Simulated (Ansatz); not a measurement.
# LiF: a prediction, then the measurements

Computed with DFT PBE, scalar-relativistic, plane waves, PAW in Ansatz.

Cutoff 420 eV; k points 10×10×10 on the computed 2-atom cell (Γ-centred); Gaussian smearing, width 0.02 eV; no spin polarisation.

Relaxed structure:

```
CELL_PARAMETERS angstrom
0.00000 2.03367 2.03367
2.03367 0.00000 2.03367
2.03367 2.03367 0.00000
ATOMIC_POSITIONS crystal
Li 0.00000 0.00000 0.00000
F 0.50000 0.50000 0.50000
```

| Quantity | Value |
| --- | --- |
| Space group | Fm-3m (No. 225) |
| Volume per atom | 8.41 Å³ |
| Formation energy from the elements' standard states (uncorrected) | -2.945 eV/atom |
| Kohn–Sham band gap | 8.83 eV |
| Orbital (Löwdin) character of the top 1 eV of the valence band | F 2p 99 % |
| Orbital (Löwdin) character of the lowest 1 eV of the conduction band | Li 2s 63 %, F 2s 24 %, unprojected 9 % |
| Bader charge by site (e) | Li (1 in the cell) 0.90, F (1 in the cell) -0.90 |

**Against measurements.**

A measured lattice constant a of LiF is 4.0262 Å (298.15 K; a printed reference work (data compilation)); the calculated 4.067 Å exceeds it by 1.0 %. The calculation is for 0 K without zero-point motion. Against the measured band gap of LiF, 13.6 eV (a printed reference work (monograph)), the calculated 8.83 eV is off by -4.77 eV. Kohn–Sham gaps of semilocal functionals fall short of measured ones as a rule.

The cell was relaxed from a distorted copy of a database structure. Löwdin shares on free-atom orbitals overweight diffuse shells in the empty bands.
